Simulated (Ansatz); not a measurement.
MoS2:

```xyz
3
Lattice="1.5800 0.9122 6.1500 -1.5800 0.9122 6.1500 0.0000 -1.8244 6.1500" Properties=species:S:1:pos:R:3 pbc="T T T"
Mo    0.0000    0.0000    0.0000
S     0.0000    0.0000    7.6936
S     0.0000    0.0000    4.6125
```

Measurements of this composition are mostly on another form, of space group No. 194.

Base run:

| Item | Value |
| --- | --- |
| Program | Ansatz 0.2.0 |
| Functional | PBE |
| Potentials or basis | all-electron LAPW, scalar-relativistic |
| Cutoff | 246 eV |
| Density cutoff | 982 eV |
| Basis error allowed | 0.002 eV/atom |
| k mesh | 10 × 10 × 10 |
| Occupations | fermi-dirac, width 0.05 eV |
| Spin | no spin polarisation |

Its results: band gap on the k mesh 0.96 eV, indirect (least direct gap 1.96 eV); pressure 5.4 GPa; largest force 0.522 eV/Å.

Task: After a change of settings the same cell gave: band gap on the k mesh 0.91 eV, indirect (least direct gap 1.96 eV); pressure 0.4 GPa; largest force 0.260 eV/Å. Which change was it?
A. functional from PBE to LDA
B. functional from PBE to PBEsol
C. k mesh from 10 × 10 × 10 to 6 × 6 × 6; occupations from fermi-dirac, width 0.05 eV to fermi-dirac, width 0.03 eV

Result: B.

PBEsol binds more tightly than PBE, so the same cell stands under less pressure.

Not every run made on this cell is shown here.
